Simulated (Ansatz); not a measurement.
Set up this calculation in Ansatz 0.2.0, as the native input.

| Quantity | Value |
| --- | --- |
| Task | band structure |
| Functional | PBE |
| Potentials or basis | Ansatz PAW |
| Cutoff | 420 eV (not typed: the program's choice for these potentials) |
| k mesh | 8 × 8 × 5 |
| Occupations | fermi-dirac, width 0.05 eV |
| Spin | no spin polarisation |
| Path | [["G", "M", "K", "G", "A", "L", "H", "A"], ["L", "M"], ["K", "H"]] |
| Points for each segment of the path | 14 |

ZnS (Wurtzite-2H):

```
Zn S
1.0
     3.81100    0.00000    0.00000
    -1.90550    3.30042    0.00000
     0.00000    0.00000    6.23400
Zn S
2 2
Cartesian
  1.9055 1.1001 3.1170
  0.0000 2.2003 0.0000
  1.9055 1.1001 5.5171
  0.0000 2.2003 2.4001
```

One way to write it, as run:

input.yaml

```yaml
crystal:
  lattice:
    - [3.811, 0.0, 0.0]
    - [-1.9055, 3.3004228138, 0.0]
    - [0.0, 0.0, 6.234]
  atoms:
    - { symbol: Zn, position: [0.6666666667, 0.3333333333, 0.5] }
    - { symbol: Zn, position: [0.3333333333, 0.6666666667, 0.0] }
    - { symbol: S, position: [0.6666666667, 0.3333333333, 0.885] }
    - { symbol: S, position: [0.3333333333, 0.6666666667, 0.385] }
hamiltonian:
  xc: pbe
  pseudopotentials: { kind: paw }
kpoints:
  mp_grid: { grid: [8, 8, 5] }
  band_path:
    path:
      - [[0.0, 0.0, 0.0], [0.5, 0.0, 0.0], [0.3333333333, 0.3333333333, 0.0], [0.0, 0.0, 0.0], [0.0, 0.0, 0.5], [0.5, 0.0, 0.5], [0.3333333333, 0.3333333333, 0.5], [0.0, 0.0, 0.5]]
      - [[0.5, 0.0, 0.5], [0.5, 0.0, 0.0]]
      - [[0.3333333333, 0.3333333333, 0.0], [0.3333333333, 0.3333333333, 0.5]]
    npoints: 14
scf:
  occupations: { method: fermi_dirac, width: 0.05 }
  n_extra_bands: 10
output:
  forces: true
  stress: true
  eigenvalues: true
  fatbands: false
```

Potentials or basis: Ansatz PAW.

Launch:

```bash
$ ansatz run input.yaml --threads 2 --pin off --max-ram 5632MiB --backend cpu --events-out ev --progress --plain --runs-dir out
```

It gave:

```json
{"Pressure": "2.3 GPa", "Largest force": "0.320 eV/Å", "Band gap on the k mesh": "2.25 eV, direct", "Band gap along the path": "2.25 eV, direct"}
```

Run time: 15 s on 2 threads of Intel(R) Xeon(R) Processor @ 2.50GHz (Skylake/Cascade Lake) (shared host), peak memory 0.42 GiB.
